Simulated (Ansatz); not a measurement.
The system is Te.

```
CELL_PARAMETERS angstrom
3.82029 -2.14820 0.00000
3.82029 2.14820 0.00000
-0.09429 0.00000 5.97609
ATOMIC_POSITIONS crystal
Te 0.00000 0.00000 0.00000
Te 0.30945 0.30945 0.33881
Te 0.69055 0.69055 0.66119
```

This isn't the form of Te at room conditions, which is trigonal, of chains.

| Quantity | Value |
| --- | --- |
| Program | Ansatz 0.2.0 |
| Task | relaxation of cell and atoms |
| Functional | PBEsol |
| Dispersion | D3(BJ) |
| Potentials or basis | Ansatz PAW |
| Cutoff | 420 eV (not typed: the program's choice for these potentials) |
| k mesh | 7 × 7 × 5 |
| Occupations | fermi-dirac, width 0.05 eV |
| Spin | no spin polarisation |

At the start: volume 32.70 Å³/atom.

**Question.** How do energy, volume and symmetry change on relaxing?

**Answer.** It ends after 8 steps and the volume is 29.70 Å³/atom (-9.2 %); space group C2/m (No. 12, to 0.05 Å).

The path:
```
step  energy change (eV)  largest force (eV/Å)  volume (Å³)
   1              0.0000                0.0871        98.09
   2             -0.0803                0.3130        86.37
   3             -0.1224                0.1088        90.20
   4             -0.1250                0.0287        88.90
   5             -0.1284                0.0243        89.09
   6             -0.1286                0.0058        89.15
   7             -0.1287                0.0024        89.11
   8             -0.1271                0.0023        89.11
```

Final structure:
```
Te
1.0
     3.62999   -2.07409    0.01519
     3.62999    2.07409    0.01519
    -0.06584    0.00000    5.91758
Te
3
Direct
  0.00000 0.00000 0.00000
  0.32095 0.32095 0.33486
  0.67905 0.67905 0.66514
```

Caveat: the plane-wave basis is chosen anew once the cell has moved, so the energies of steps on either side of that aren't comparable; pairwise dispersion overbinds metals, which lowers pressure and volume; the PAW data sets come from PBE, with cores solved anew for the run's functional, which leaves a small shift of forces and pressure.
